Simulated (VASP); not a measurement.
Te: equation of state with PBE

The system is Te.

```xyz
1
Lattice="2.3059 1.3313 1.6910 -2.3059 1.3313 1.6910 0.0000 -2.6626 1.6910" Properties=species:S:1:pos:R:3 pbc="T T T"
Te    0.0000    0.0000    2.5364
```

This isn't the form of Te at room conditions, which is trigonal, of chains.

* Program: VASP 6.6.1
* Task: equation of state
* Functional: PBE
* Potentials or basis: VASP PAW PBE potentials, release 64 (Te)
* Cutoff: 520 eV
* k mesh: 9 × 9 × 9
* Occupations: fermi-dirac, width 0.05 eV
* Spin: no spin polarisation

| Quantity | Value |
| --- | --- |
| Equilibrium volume | 32.63 Å³/atom |
| Bulk modulus at fixed shape and positions | 50 GPa |
| Pressure derivative of the bulk modulus | 4.5 |

Energy against volume, from the lowest point:
| volume (Å³/atom) | energy (meV/atom) |
| --- | --- |
| 29.277 | 65.33 |
| 29.900 | 41.56 |
| 30.523 | 23.70 |
| 31.146 | 11.17 |
| 31.769 | 3.43 |
| 32.392 | 0.00 |
| 33.015 | 0.44 |

All runs of the series together: 2.6 min on 1 thread of AMD EPYC 7R43 64-Core Processor (Zen 3) (shared host).

Caveat: the cell was scaled at fixed shape and fractional positions, which overstates the stiffness of a crystal with free parameters, most of all of layers and chains. The run has no spin-orbit coupling, so splittings on Te are missing.
